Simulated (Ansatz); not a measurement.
We consider rock-salt LiI, described by G0W0@PBE+SOC (hard PAW, contour deformation, complete-basis limit, spin–orbit shift from PBE; Ansatz, a program for electronic structure).

Numerical settings: largest k mesh 10×10×10 (not extrapolated in the mesh).

The cell has the measured lattice: a = b = c = 6.010 Å, α = β = γ = 90.00°.

Question: Give the computed band gap.

Answer: 
* **band gap**: 5.64 eV

Measured, for comparison: band gap 6.4 eV (temperature not stated, not corrected to a static lattice, our sources range from 6.10 to 6.40; as tabulated in Aguado et al. (1998), arXiv:cond-mat/9809176). Computed (rounded) less measured: band gap -0.76 eV (-0.46 eV to -0.76 eV over the range).

Note: spin–orbit coupling enters as the shift of the gap found with a semilocal functional; cell and atoms aren't relaxed at this level.

Computed values are for the static lattice.

It cost about 4 core-hours (a rough figure) of CPU time.
